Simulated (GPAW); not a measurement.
TePb: band structure with SOGGA

**The experiment to reproduce.**

A printed reference work, monograph reports, for a bulk crystal of TePb at 4.2 K: band gap 0.19 eV (direct).

Crystal: TePb.

```
CELL_PARAMETERS angstrom
0.00000 3.23100 3.23100
3.23100 0.00000 3.23100
3.23100 3.23100 0.00000
ATOMIC_POSITIONS crystal
Pb 0.00000 0.00000 0.00000
Te 0.50000 0.50000 0.50000
```

- Program: GPAW 26.7.0
- Task: band structure
- Functional: SOGGA
- Potentials or basis: PAW data sets generated in the run's folder for this functional
- Cutoff: 600 eV
- Basis: pw
- k mesh: 6 × 6 × 6
- Occupations: fermi-dirac, width 0.05 eV
- Spin: spin-orbit coupling, no magnetisation
- Maxiter: 150
- Band path: GXWKGLUWLK,UX
- Band points: 100
- spin axis theta (degrees): 54.7
- spin axis phi (degrees): 45
- Soc after scf: second variation

| Quantity | Value |
| --- | --- |
| Pressure | -0.8 GPa |
| Band gap on the k mesh | 0.17 eV, indirect (least direct gap 0.38 eV) |
| Band gap along the path | 0.12 eV, indirect (least direct gap 0.33 eV) |

Levels at the corners of the path, in eV from the valence-band top:
```tsv
point	band 16	band 17	band 18	band 19	band 20	band 21	band 22	band 23	band 24	band 25
Γ	-2.23	-0.91	-0.91	-0.91	-0.91	2.25	2.26	4.90	4.91	4.91
X	-4.59	-3.28	-3.28	-2.41	-2.41	3.24	3.24	4.32	4.32	6.36
W	-3.97	-3.80	-3.80	-0.32	-0.32	1.44	1.44	5.16	5.16	5.27
K	-4.21	-2.65	-2.65	-1.83	-1.83	2.92	2.92	4.13	4.13	5.15
Γ	-2.23	-0.91	-0.91	-0.91	-0.91	2.25	2.26	4.90	4.91	4.91
L	-1.26	-0.58	-0.58	-0.31	-0.31	0.14	0.14	1.33	1.33	1.91
U	-4.21	-2.65	-2.65	-1.83	-1.83	2.92	2.93	4.13	4.13	5.15
W	-3.97	-3.80	-3.80	-0.32	-0.32	1.44	1.44	5.16	5.16	5.27
L	-1.26	-0.58	-0.58	-0.31	-0.31	0.14	0.14	1.33	1.33	1.91
K	-4.21	-2.65	-2.65	-1.83	-1.83	2.92	2.92	4.13	4.13	5.15
U	-4.21	-2.65	-2.65	-1.83	-1.83	2.92	2.93	4.13	4.13	5.15
X	-4.59	-3.28	-3.28	-2.41	-2.41	3.24	3.24	4.32	4.32	6.36
```

Wall time 63 s on 1 thread of AMD EPYC 9R14 (Zen 4) (shared host), peak memory 0.38 GiB.

A measured direct gap of TePb is 0.19 eV (direct; 4.2 K; a printed reference work, monograph); the calculated 0.33 eV misses it by +0.14 eV. The value is that of SOGGA, without temperature or zero-point motion.

Caveat: spin-orbit coupling was added after a scalar SCF, so levels and gaps hold it while energy, forces, pressure and moments don't; this program's spin-orbit splittings come out too wide for heavy elements.
